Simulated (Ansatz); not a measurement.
Take Sb2Te3 in the Bi2Te3 type structure (space group R-3m, No. 166; a = 4.287 Å, c = 30.930 Å (hexagonal axes)) as the base.

The values are results of r2SCAN+rVV10 (Ansatz, a quantum-chemistry and plane-wave program; PAW; 500 eV plane waves; no spin-orbit coupling), earlier PAW set, not measurements.

Base values:

| Quantity | Result |
|---|---|
| Pressure | 0.00 GPa |

One thing is altered: every lattice vector is shortened by 1.77 %; the atoms relax in the strained cell.

Problem. How does this affect the energy relative to the base, largest internal atomic displacement and pressure?

Solution. The energy goes up by 11 meV/atom; the largest internal atomic displacement comes out as 0.083 Å; the pressure (mean of the normal stresses, compression positive) goes from zero to 2.15 GPa.

No phonon test of stability was made.
